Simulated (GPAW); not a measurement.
Input of a GPAW 26.7.0 run:

The input run.py:

```python
from ase import Atoms
from ase.dft.bandgap import bandgap
from ase.io import write
from gpaw import GPAW

atoms = Atoms(['Al'],
              cell=[[0.0, 2.024805, 2.024805],
                    [2.024805, 0.0, 2.024805],
                    [2.024805, 2.024805, 0.0]],
              scaled_positions=[[0.0, 0.0, 0.0]],
              pbc=True)

calc = GPAW(mode='fd',
            h=0.2,
            xc='PBE',
            kpts={'size': (11, 11, 11), 'gamma': True},
            occupations={'name': 'fermi-dirac', 'width': 0.05},
            nbands=7,
            convergence={'density': 1e-05, 'energy': 1e-05},
            maxiter=150,
            txt='gpaw.txt')
atoms.calc = calc
energy = atoms.get_potential_energy()
forces = atoms.get_forces()
calc.write('gs.gpw')
write('result.traj', atoms)
print(f'Energy: {energy:.6f} eV')
print('Forces (eV/A):')
print(forces.round(4))
print('Fermi level:', round(calc.get_fermi_level(), 4), 'eV')
print(f'Gap: {bandgap(calc)[0]:.4f} eV, direct: {bandgap(calc, direct=True)[0]:.4f} eV')

path = atoms.cell.bandpath('GXWKGLUWLK,UX', npoints=100, eps=1e-4)
bs_calc = calc.fixed_density(kpts=path, symmetry='off', nbands=13,
                             convergence={'bands': 'CBM+6.0', 'eigenstates': 1e-6}, txt='bands.txt')
bs = bs_calc.band_structure()
bs.write('bs.json')
print(f'Gap on the path: {bandgap(bs_calc)[0]:.4f} eV')
```

Potentials or basis: GPAW PAW data sets (gpaw-data 1.2.1), fd.

Launch:

```sh
$ OMP_NUM_THREADS=1 python run.py
```

Question: Estimate the band gap along the path.

Answer: None (metal or under the smearing width).

Levels at the corners of the path, in eV from the Fermi level:
```
point  band 1  band 2  band 3  band 4  band 5
    Γ  -11.11   12.58   12.58   12.58   14.03
    X   -2.92   -1.61    5.24    5.56    5.56
    W   -0.85   -0.85    0.17    1.07   15.80
    K   -1.89   -1.36   -0.42    6.53    8.16
    Γ  -11.11   12.58   12.58   12.58   14.03
    L   -4.58   -4.38   11.35   11.35   11.42
    U   -1.89   -1.36   -0.42    6.53    8.16
    W   -0.85   -0.85    0.17    1.07   15.80
    L   -4.58   -4.38   11.35   11.35   11.42
    K   -1.89   -1.36   -0.42    6.53    8.16
    U   -1.89   -1.36   -0.42    6.53    8.16
    X   -2.92   -1.61    5.24    5.56    5.56
```

Caveat: the real-space grid adds noise to forces.
